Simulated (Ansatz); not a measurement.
Runs of Ansatz 0.2.0 on HfB2. Symmetry: P6/mmm, No. 191, hexagonal system. The conventional cell has a = 3.140 Å, b = 3.140 Å, c = 3.480 Å, α = 90.00°, β = 90.00°, γ = 120.00°. Around Hf (site symmetry 6/mmm) lie 12 B at 2.51 Å. Around B (site symmetry -6m2) lie 3 B at 1.81 Å. 

| potentials or basis | cutoff (eV) | basis error allowed | pressure (GPa) |
| --- | --- | --- | --- |
| all-electron LAPW, inner shells corrected to Dirac's equation | 260 | 0.002 eV/atom | (a) |
| all-electron LAPW, non-relativistic | 260 | 0.002 eV/atom | 5.9 |
| all-electron PAW datasets made for the crystal | 400 | - | -4.3 |
| all-electron LAPW, scalar-relativistic | 260 | 0.002 eV/atom | -4.3 |

Alike in all rows: task band structure; level PBEsol; no spin polarisation; cell as given; k mesh 10 × 10 × 8; smearing fermi-dirac 0.05 eV.

Task: Estimate the missing entries.

Result: (a) -4.2.

Caveats: relativity is left out, which matters for the heavier elements (some runs).

The runs don't all hold the same shells in valence.
